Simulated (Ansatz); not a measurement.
## Germanium (omega (AlB2-type)) across density functionals

All rows: Ansatz, plane waves with scalar-relativistic PAW, 420 eV (500 eV for the SCAN forms), relaxed under each functional, no dispersion correction, no zero-point motion. B₀ comes from uniform scaling at fixed shape; a dash is a value not given.

| functional | V (Å³/atom) | cell | B₀ (GPa) | magnetic state | ΔE to diamond (meV/atom) |
| --- | --- | --- | --- | --- | --- |
| PBE | 19.38 | a = 4.909 Å, c = 2.786 Å (c/a = 0.568) | 63 | spin not included | 328 |
| r²SCAN | 18.80 | a = 4.878 Å, c = 2.736 Å (c/a = 0.561) | 71 | spin not included | 560 |
| PBEsol | 18.39 | a = 4.829 Å, c = 2.733 Å (c/a = 0.566) | 76 | spin not included | 270 |
| LDA | 17.98 | a = 4.795 Å, c = 2.709 Å (c/a = 0.565) | 79 | spin not included | 302 |
| revPBE | 19.73 | a = 4.936 Å, c = 2.805 Å (c/a = 0.568) | 61 | spin not included | 347 |
| RPBE | 19.87 | a = 4.947 Å, c = 2.812 Å (c/a = 0.568) | 60 | spin not included | 356 |
| BLYP | 21.59 | a = 5.070 Å, c = 2.909 Å (c/a = 0.574) | 48 | spin not included | 505 |

LDA gives the smallest volume and BLYP the largest.
